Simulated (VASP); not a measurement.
# Al (Im-3m) in VASP: a series of runs

The runs below take Al through single point, with PBEsol.

All numbers are computed with VASP 6.6.1; they aren't measurements. Logs are shortened: lines on timing, memory, paths and dates and some standing lists are left out, and cuts for length are marked.

## (1) The structure

It takes space group Im-3m (No. 229, cubic). Conventional cell: a = 3.182 Å, b = 3.182 Å, c = 3.182 Å, α = 90.00°, β = 90.00°, γ = 90.00°. Around Al (site symmetry m-3m) lie 8 Al at 2.76 Å.

This isn't the form of Al at room conditions, which is fcc.

## (2) Single point, PBEsol

INCAR reads:

```
ADDGRID = F
ALGO = Normal
EDIFF = 1E-6
ENCUT = 400
GGA = PS
ISIF = 2
ISMEAR = 1
LASPH = T
LCHARG = F
LREAL = F
LWAVE = F
NELM = 100
PREC = Accurate
SIGMA = 0.15
```

KPOINTS reads:

```
k-points
0
Gamma
  10 10 10
```

POSCAR reads:

```
Al
1.0
   -1.5505220000      1.6151010000      1.5901740000
    1.5972310000     -1.6159030000      1.6376860000
    1.5218560000      1.5872370000     -1.5909760000
Al
1
Direct
   -0.0427450000     -0.0166940000     -0.0578530000
```

Potentials or basis: VASP PAW PBE potentials, release 64 (Al).

On the command line:

```sh
$ cat potpaw_PBE.64/Al/POTCAR > POTCAR
$ mpirun -np 1 vasp_std > vasp.out
```

OUTCAR:

```text
EDIFF = 1E-6
   ENCUT = 400
   GGA = PS
   ISIF = 2
   ISMEAR = 1
   LASPH = T
   LREAL = F
   NELM = 100
   PREC = Accurate

 Found    504 irreducible k-points:

 Following reciprocal coordinates:
            Coordinates               Weight
  0.000000  0.000000  0.000000      1.000000
  0.100000 -0.000000  0.000000      2.000000
  0.200000 -0.000000  0.000000      2.000000
  0.300000 -0.000000  0.000000      2.000000
  0.400000 -0.000000  0.000000      2.000000
  0.500000  0.000000 -0.000000      1.000000
   k-points           NKPTS =    504   k-points in BZ     NKDIM =    504   number of bands    NBANDS=      5
   number of dos      NEDOS =    301   number of ions     NIONS =      1
   total plane-waves  NPLWV =   5832
   dimension x,y,z NGX =    18 NGY =   18 NGZ =   18
   dimension x,y,z NGXF=    36 NGYF=   36 NGZF=   36
   ions per type =               1
   NGX,Y,Z   is equivalent  to a cutoff of  10.90, 10.68, 11.03 a.u.
   NGXF,Y,Z  is equivalent  to a cutoff of  21.79, 21.37, 22.05 a.u.
 SYSTEM =  unknown system
   PREC   = accura    normal or accurate (medium, high low for compatibility)
   ISTART =      0    job   : 0-new  1-cont  2-samecut
   ICHARG =      2    charge: 1-file 2-atom 10-const
   ISPIN  =      1    spin polarized calculation?
   LNONCOLLINEAR =      F non collinear calculations
   LSORBIT =      F    spin-orbit coupling
   LASPH  =      T    aspherical Exc in radial PAW
   ENCUT  =  400.0 eV  29.40 Ry    5.42 a.u.   4.48  4.57  4.43*2*pi/ulx,y,z
   NELM   =    100;   NELMIN=  2; NELMDL= -5     # of ELM steps
   EDIFF  = 0.1E-05   stopping-criterion for ELM
   LREAL  =      F    real-space projection
   EDIFFG = 0.1E-04   stopping-criterion for IOM
   NSW    =      0    number of steps for IOM
   IBRION =     -1    ionic relax: 0-MD 1-quasi-New 2-CG
   NFREE  =      0    steps in history (QN), initial steepest desc. (CG)
   ISIF   =      2    stress and relaxation
   ISYM   =      2    0-nonsym 1-usesym 2-fastsym
   POTIM  = 0.5000    time-step for ionic-motion
   TEBEG  =    0.0;   TEEND  =   0.0 temperature during run
   PSTRESS=    0.0 pullay stress
   NELECT =       3.0000    total number of electrons
   NUPDOWN=      -1.0000    fix difference up-down
   EMIN   =  10.00;   EMAX   =-10.00  energy-range for DOS
   EFERMI =   0.00;   METHOD = LEGACY
   ISMEAR =     1;   SIGMA  =   0.15  broadening in eV -4-tet -1-fermi 0-gaus
   EFERMI_NEDOS =   21; number of points for ismear=-14 and -15
   IALGO  =     38    algorithm
   IMIX   =      4    mixing-type and parameters
     AMIX     =   0.40;   BMIX     =  1.00
     AMIX_MAG =   1.60;   BMIX_MAG =  1.00
  volume/ion in A,a.u.               =      16.12       108.75
  Fermi-wavevector in a.u.,A,eV,Ry     =   0.934757  1.766435 11.888373  0.873771
  Thomas-Fermi vector in A             =   2.061595
   LORBIT       =      0    0 simple, 1 ext, 2 COOP (PROOUT), +10 PAW based schemes
   GGA     = PS    functional components
   LHFCALC =     F    Hartree Fock is set to
   AEXX    =    0.0000 exact exchange contribution
   IVDW    =     0    specifies the selected vdW correction
   LEPSILON=     F    determine dielectric tensor
   LRPA    =     F    only Hartree local field effects (RPA)
 non-spin polarized calculation
 Methfessel and Paxton  Order N= 1 SIGMA  =   0.15
  energy-cutoff  :      400.00
  volume of cell :       16.12
 maximum number of plane-waves:       311
 NGX is ok and might be reduce to    18
   NGX =  9   NGY =  9   NGZ =  9

 number of electron       3.0000000 magnetization

 Free energy of the ion-electron system (eV)
  ---------------------------------------------------
  ext. energy  EPLUGINS =         0.00000000
  ---------------------------------------------------
  free energy    TOTEN  =        -3.99615272 eV

  energy without entropy =       -3.99628931  energy(sigma->0) =       -3.99619825

 E-fermi :   8.1973     XC(G=0): -10.3459

 val. band max:        8.1907331819   @ k =   0.5000   0.2000   0.3000
 cond. band min:       8.2032070315   @ k =   0.0000   0.2000   0.5000
 fundamental gap:      0.0124738496
 Fermi energy:         8.1972727202

 k-point     1 :       0.0000    0.0000    0.0000
  band No.  band energies     occupation
      1      -3.0916      2.00000
      2      21.0475      0.00000
      3      21.6467      0.00000
      4      21.9525      0.00000
      5      22.7737      0.00000

 k-point     2 :       0.1000   -0.0000    0.0000
  band No.  band energies     occupation
      1      -2.8053      2.00000
      2      18.3276      0.00000
      3      20.2524      0.00000
      4      20.8044      0.00000
      5      22.5375      0.00000

 k-point     3 :       0.2000   -0.0000    0.0000
  band No.  band energies     occupation
      1      -1.9498      2.00000
      2      14.2298      0.00000
      3      18.7182      0.00000
      4      19.2118      0.00000
      5      21.1911      0.00000

 k-point     4 :       0.3000   -0.0000    0.0000
  band No.  band energies     occupation
      1      -0.5356      2.00000
      2      10.3571     -0.00000
      3      17.6053      0.00000
      4      17.9307      0.00000
      5      20.0387      0.00000

 k-point     5 :       0.4000   -0.0000    0.0000
  band No.  band energies     occupation
      1       1.4197      2.00000
      2       6.9053      2.00000
      3      16.9417      0.00000
      4      17.1274      0.00000
      5      19.3229      0.00000

 k-point     6 :       0.5000    0.0000   -0.0000
  band No.  band energies     occupation
      1       3.6958      2.00000
      2       4.1282      2.00000
      3      16.7244      0.00000
      4      16.8522      0.00000
      5      19.0822      0.00000

 [... further k-points ...]

------------------------ aborting loop because EDIFF is reached ----------------------------------------

  FORCE on cell =-STRESS in cart. coord.  units (eV):
  Direction    XX          YY          ZZ          XY          YZ          ZX
  --------------------------------------------------------------------------------------
  -------------------------------------------------------------------------------------
  Total        0.3416306      0.2286034      0.2836176      0.1639416      0.0006380     -0.2742649
  in kB       33.9639219     22.7270916     28.1964381     16.2986024      0.0634320    -27.2666219
  external PRESSURE =      28.2958172 kB  Pullay stress =       0.0000000 kB

 VOLUME and BASIS-vectors are now :
 -----------------------------------------------------------------------------
  energy-cutoff  :      400.00
  volume of cell :       16.12
      direct lattice vectors                 reciprocal lattice vectors
    -1.550522000  1.615101000  1.590174000    -0.001770503  0.312333611  0.309906003
     1.597231000 -1.615903000  1.637686000     0.316062363  0.002905701  0.305229896
     1.521856000  1.587237000 -1.590976000     0.323572133  0.315167177 -0.004603969

 POSITION                                       TOTAL-FORCE (eV/Angst)
 -----------------------------------------------------------------------------------
      1.52013      1.45255      1.63362         0.000000      0.000000     -0.000000
 -----------------------------------------------------------------------------------
    total drift:                                0.000001      0.000001      0.000002

  FREE ENERGIE OF THE ION-ELECTRON SYSTEM (eV)
  ---------------------------------------------------
  free  energy   TOTEN  =        -3.9961527204 eV

  energy  without entropy=       -3.9962893076  energy(sigma->0) =       -3.99619825
```

It took 25 s on 1 thread of Intel Xeon Platinum 8375C at 2.90GHz (Ice Lake), shared host; peak memory 0.13 GiB.

These settings aren't checked as converged: the numbers below hold their error.

What came out:

* Free energy: -3.9962 eV
* Pressure: 2.8 GPa
* Band gap on the k mesh: none (metal or under the smearing width)

Caveat: the PAW data sets were made with another functional, which shifts forces and pressure a little.

## (3) Single point, PBEsol

INCAR, as its differences from that of step 2:

```diff
@@ -1,4 +1,4 @@
-ADDGRID = F
+ADDGRID = T
 ALGO = Normal
-EDIFF = 1E-6
+EDIFF = 1E-7
 ENCUT = 400
```

KPOINTS is that of step 2.

POSCAR reads:

```
Al
1.0
   -1.5912186900      1.5912186900      1.5912186900
    1.5912186900     -1.5912186900      1.5912186900
    1.5912186900      1.5912186900     -1.5912186900
Al
1
Direct
    0.0000000000      0.0000000000      0.0000000000
```

Potentials or basis: VASP PAW PBE potentials, release 64 (Al).

On the command line:

```sh
$ cat potpaw_PBE.64/Al/POTCAR > POTCAR
$ mpirun -np 1 vasp_std > vasp.out
```

OUTCAR:

```text
EDIFF = 1E-7
   ENCUT = 400
   GGA = PS
   ISIF = 2
   ISMEAR = 1
   LASPH = T
   LREAL = F
   NELM = 100
   PREC = Accurate

 Found     47 irreducible k-points:

 Following reciprocal coordinates:
            Coordinates               Weight
  0.000000  0.000000  0.000000      1.000000
  0.100000  0.000000  0.000000     12.000000
  0.200000  0.000000  0.000000     12.000000
  0.300000  0.000000  0.000000     12.000000
  0.400000  0.000000  0.000000     12.000000
  0.500000  0.000000  0.000000      6.000000
   k-points           NKPTS =     47   k-points in BZ     NKDIM =     47   number of bands    NBANDS=      5
   number of dos      NEDOS =    301   number of ions     NIONS =      1
   total plane-waves  NPLWV =   5832
   dimension x,y,z NGX =    18 NGY =   18 NGZ =   18
   dimension x,y,z NGXF=    36 NGYF=   36 NGZF=   36
   ions per type =               1
   NGX,Y,Z   is equivalent  to a cutoff of  10.86, 10.86, 10.86 a.u.
   NGXF,Y,Z  is equivalent  to a cutoff of  21.72, 21.72, 21.72 a.u.
 SYSTEM =  unknown system
   PREC   = accura    normal or accurate (medium, high low for compatibility)
   ISTART =      0    job   : 0-new  1-cont  2-samecut
   ICHARG =      2    charge: 1-file 2-atom 10-const
   ISPIN  =      1    spin polarized calculation?
   LNONCOLLINEAR =      F non collinear calculations
   LSORBIT =      F    spin-orbit coupling
   LASPH  =      T    aspherical Exc in radial PAW
   ENCUT  =  400.0 eV  29.40 Ry    5.42 a.u.   4.49  4.49  4.49*2*pi/ulx,y,z
   NELM   =    100;   NELMIN=  2; NELMDL= -5     # of ELM steps
   EDIFF  = 0.1E-06   stopping-criterion for ELM
   LREAL  =      F    real-space projection
   EDIFFG = 0.1E-05   stopping-criterion for IOM
   NSW    =      0    number of steps for IOM
   IBRION =     -1    ionic relax: 0-MD 1-quasi-New 2-CG
   NFREE  =      0    steps in history (QN), initial steepest desc. (CG)
   ISIF   =      2    stress and relaxation
   ISYM   =      2    0-nonsym 1-usesym 2-fastsym
   POTIM  = 0.5000    time-step for ionic-motion
   TEBEG  =    0.0;   TEEND  =   0.0 temperature during run
   PSTRESS=    0.0 pullay stress
   NELECT =       3.0000    total number of electrons
   NUPDOWN=      -1.0000    fix difference up-down
   EMIN   =  10.00;   EMAX   =-10.00  energy-range for DOS
   EFERMI =   0.00;   METHOD = LEGACY
   ISMEAR =     1;   SIGMA  =   0.15  broadening in eV -4-tet -1-fermi 0-gaus
   EFERMI_NEDOS =   21; number of points for ismear=-14 and -15
   IALGO  =     38    algorithm
   IMIX   =      4    mixing-type and parameters
     AMIX     =   0.40;   BMIX     =  1.00
     AMIX_MAG =   1.60;   BMIX_MAG =  1.00
  volume/ion in A,a.u.               =      16.12       108.75
  Fermi-wavevector in a.u.,A,eV,Ry     =   0.934757  1.766435 11.888371  0.873771
  Thomas-Fermi vector in A             =   2.061595
   LORBIT       =      0    0 simple, 1 ext, 2 COOP (PROOUT), +10 PAW based schemes
   GGA     = PS    functional components
   LHFCALC =     F    Hartree Fock is set to
   AEXX    =    0.0000 exact exchange contribution
   IVDW    =     0    specifies the selected vdW correction
   LEPSILON=     F    determine dielectric tensor
   LRPA    =     F    only Hartree local field effects (RPA)
 non-spin polarized calculation
 Methfessel and Paxton  Order N= 1 SIGMA  =   0.15
  energy-cutoff  :      400.00
  volume of cell :       16.12
 maximum number of plane-waves:       321
 NGX is ok and might be reduce to    18
   NGX =  9   NGY =  9   NGZ =  9

 number of electron       3.0000000 magnetization

 Free energy of the ion-electron system (eV)
  ---------------------------------------------------
  ext. energy  EPLUGINS =         0.00000000
  ---------------------------------------------------
  free energy    TOTEN  =        -4.00392281 eV

  energy without entropy =       -4.00349113  energy(sigma->0) =       -4.00377892

 E-fermi :   8.1626     XC(G=0): -10.3463

 val. band max:        8.1143245465   @ k =   0.5000   0.5000   0.4000
 cond. band min:       8.1797442074   @ k =  -0.4000   0.4000   0.2000
 fundamental gap:      0.0654196609
 Fermi energy:         8.1625749184

 k-point     1 :       0.0000    0.0000    0.0000
  band No.  band energies     occupation
      1      -3.0909      2.00000
      2      21.5873      0.00000
      3      21.5873      0.00000
      4      21.5873      0.00000
      5      23.2299      0.00000

 k-point     2 :       0.1000    0.0000    0.0000
  band No.  band energies     occupation
      1      -2.7988      2.00000
      2      18.7587      0.00000
      3      20.1502      0.00000
      4      20.5599      0.00000
      5      22.1295      0.00000

 k-point     3 :       0.2000    0.0000    0.0000
  band No.  band energies     occupation
      1      -1.9262      2.00000
      2      14.5794      0.00000
      3      18.5819      0.00000
      4      18.9267      0.00000
      5      20.5506      0.00000

 k-point     4 :       0.3000    0.0000    0.0000
  band No.  band energies     occupation
      1      -0.4839      2.00000
      2      10.6296     -0.00000
      3      17.4452      0.00000
      4      17.6094      0.00000
      5      19.3299      0.00000

 k-point     5 :       0.4000    0.0000    0.0000
  band No.  band energies     occupation
      1       1.5089      2.00000
      2       7.1108      2.00000
      3      16.7639      0.00000
      4      16.7900      0.00000
      5      18.5829      0.00000

 k-point     6 :       0.5000    0.0000    0.0000
  band No.  band energies     occupation
      1       3.7926      2.00000
      2       4.3163      2.00000
      3      16.5132      0.00000
      4      16.5371      0.00000
      5      18.3325      0.00000

 [... further k-points ...]

------------------------ aborting loop because EDIFF is reached ----------------------------------------

  FORCE on cell =-STRESS in cart. coord.  units (eV):
  Direction    XX          YY          ZZ          XY          YZ          ZX
  --------------------------------------------------------------------------------------
  -------------------------------------------------------------------------------------
  Total        0.2824643      0.2824643      0.2824643      0.0000000      0.0000000     -0.0000000
  in kB       28.0817742     28.0817742     28.0817742      0.0000000      0.0000000     -0.0000000
  external PRESSURE =      28.0817742 kB  Pullay stress =       0.0000000 kB

 VOLUME and BASIS-vectors are now :
 -----------------------------------------------------------------------------
  energy-cutoff  :      400.00
  volume of cell :       16.12
      direct lattice vectors                 reciprocal lattice vectors
    -1.591218690  1.591218690  1.591218690     0.000000000  0.314224565  0.314224565
     1.591218690 -1.591218690  1.591218690     0.314224565  0.000000000  0.314224565
     1.591218690  1.591218690 -1.591218690     0.314224565  0.314224565  0.000000000

 POSITION                                       TOTAL-FORCE (eV/Angst)
 -----------------------------------------------------------------------------------
      0.00000      0.00000      0.00000         0.000000      0.000000     -0.000000
 -----------------------------------------------------------------------------------
    total drift:                                0.000000      0.000000      0.000000

  FREE ENERGIE OF THE ION-ELECTRON SYSTEM (eV)
  ---------------------------------------------------
  free  energy   TOTEN  =        -4.0039228093 eV

  energy  without entropy=       -4.0034911311  energy(sigma->0) =       -4.00377892
```

stdout:

```text
POSCAR found type information on POSCAR Al
 POSCAR found :  1 types and       1 ions
 scaLAPACK will be used
 -----------------------------------------------------------------------------
|                                                                             |
|                                                                             |
|     You enforced a specific xc type in the INCAR file but a different       |
|     I HOPE YOU KNOW WHAT YOU ARE DOING!                                     |
|                                                                             |
 -----------------------------------------------------------------------------

 LDA part: xc-table for (Slater+PW92), standard interpolation
 POSCAR, INCAR and KPOINTS ok, starting setup
 FFT: planning ... GRIDC
 FFT: planning ... GRID_SOFT
 FFT: planning ... GRID
 WAVECAR not read
 entering main loop
```

It used 4.6 s of CPU time on 1 thread of Intel(R) Xeon(R) Platinum 8375C CPU @ 2.90GHz (Ice Lake), on a shared host, which was overloaded at the time.

These settings aren't checked as converged: the numbers below hold their error.

Results:

```yaml
Free_energy: -4.0039 eV
Pressure: 2.8 GPa
Band_gap_on_the_k_mesh: none (metal or under the smearing width)
```

Caveat: the PAW data sets were made with another functional, which shifts forces and pressure a little.

## (4) Single point, PBEsol

INCAR is that of step 3.

KPOINTS is that of step 3.

POSCAR reads:

```
Al
1.0
   -1.5505220000      1.6151010000      1.5901740000
    1.5972310000     -1.6159030000      1.6376860000
    1.5218560000      1.5872370000     -1.5909760000
Al
1
Direct
   -0.0427450000     -0.0166940000     -0.0578530000
```

On the command line:

```sh
$ cat potpaw_PBE.64/Al/POTCAR > POTCAR
$ mpirun -np 1 vasp_std > vasp.out
```

Wall time 27 s (1 thread of Intel Xeon Platinum 8375C at 2.90GHz (Ice Lake), shared host); peak memory 0.15 GiB.

These settings aren't checked as converged: the numbers below hold their error.

What came out:

- Free energy: -3.9962 eV
- Pressure: 2.8 GPa
- Band gap on the k mesh: none (metal or under the smearing width)

Caveat: the PAW data sets were made with another functional, which shifts forces and pressure a little.

## (5) The reference run

An earlier run on the cell as given: functional PBEsol; potentials or basis VASP PAW PBE potentials, release 64 (Al); cutoff 520 eV; k mesh 12 × 12 × 12; occupations fermi-dirac, width 0.05 eV; no spin polarisation.

- Pressure: 2.3 GPa
- Band gap on the k mesh: none (metal or under the smearing width)
